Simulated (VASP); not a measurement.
Crystal: BaTiO3 (Barioperovskite).

```
Ba Ti O
1.0
     3.98550    0.00000    0.00000
     0.00000    2.83690    2.84515
     0.00000   -2.83690    2.84515
Ba Ti O
1 1 3
Direct
  0.00000 0.00000 0.00000
  0.50000 0.51240 0.51240
  0.50000 0.99184 0.50524
  0.50000 0.50524 0.99184
  0.00000 0.48740 0.48740
```

```yaml
Program: VASP 6.6.1
Task: relaxation of cell and atoms
Functional: r2SCAN
Potentials_or_basis: VASP PAW PBE potentials, release 64 (Ba_sv, Ti_sv, O)
Cutoff: 600 eV
k_mesh: 6 × 6 × 6
Occupations: gaussian, width 0.02 eV
Spin: no spin polarisation
```

At the start: pressure 0.9 GPa; volume 12.87 Å³/atom.

Q: How do energy, volume and symmetry change on relaxing?

A: Over 16 steps the energy falls by 7.0 meV/atom and the volume is 13.12 Å³/atom (+2.0 %); space group Amm2 (No. 38, to 0.05 Å).

The path:
```
step  energy change (eV)  largest force (eV/Å)  pressure (GPa)  volume (Å³)
   1              0.0000                0.2750            0.87        64.34
   2             -0.0123                0.2389           -0.58        64.99
   3             -0.0160                0.2801           -1.87        65.60
   4             -0.0227                0.2485           -1.27        65.48
   5             -0.0288                0.1269            0.07        65.25
   6             -0.0306                0.1093            0.14        65.25
   7             -0.0331                0.0829            0.28        65.26
   8             -0.0334                0.0732            0.34        65.27
   9             -0.0340                0.0542           -0.04        65.45
  10             -0.0341                0.0750           -0.42        65.63
  11             -0.0345                0.0616           -0.35        65.65
  12             -0.0348                0.0540           -0.12        65.69
  13             -0.0348                0.0427           -0.15        65.69
  14             -0.0350                0.0332           -0.03        65.64
  15             -0.0351                0.0221            0.15        65.57
  16             -0.0352                0.0152            0.04        65.61
```

Final structure:
```yaml
crystal:
  lattice:
    - [3.97988, 0.00000, 0.00000]
    - [0.00000, 2.86351, 2.87871]
    - [0.00000, -2.86351, 2.87871]
  atoms:
    - { symbol: Ba, position: [0.00000, 0.00720, 0.00720] }
    - { symbol: Ti, position: [0.50000, 0.52258, 0.52258] }
    - { symbol: O, position: [0.50000, 0.98122, 0.49408] }
    - { symbol: O, position: [0.50000, 0.49408, 0.98122] }
    - { symbol: O, position: [0.00000, 0.49180, 0.49180] }
```

Caveat: the PAW data sets were made with another functional, which shifts forces and pressure a little.
